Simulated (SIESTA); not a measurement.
Crystal: ZrB2.

```
Zr B
1.0
     3.17000    0.00000    0.00000
    -1.58500    2.74530    0.00000
     0.00000    0.00000    3.53300
Zr B
1 2
Direct
  0.00000 0.00000 0.00000
  0.66667 0.33333 0.50000
  0.33333 0.66667 0.50000
```

Base run:

| Property | Result |
| --- | --- |
| Program | SIESTA 5.4.2 |
| Functional | PBE |
| Potentials or basis | PseudoDojo 0.4 standard (PBE files) |
| Basis | SZP (energy shift 0.003 Ry) |
| Grid cutoff | 800 Ry |
| Energy shift | 0.003 Ry |
| k mesh | 7 × 7 × 6 |
| Occupations | fermi-dirac, width 0.05 eV |
| Spin | no spin polarisation |

Its results: band gap on the k mesh none (metal or under the smearing width); pressure 6.0 GPa.

Problem. The run is repeated on the same cell with these changes: basis from SZP (energy shift 0.003 Ry) to DZP (energy shift 0.003 Ry; two zetas on semicore shells). What comes out?

Solution. Band gap on the k mesh none (metal or under the smearing width); pressure 1.7 GPa.

Caveats: the basis of atomic orbitals isn't converged, which shifts pressures, moduli and gaps.
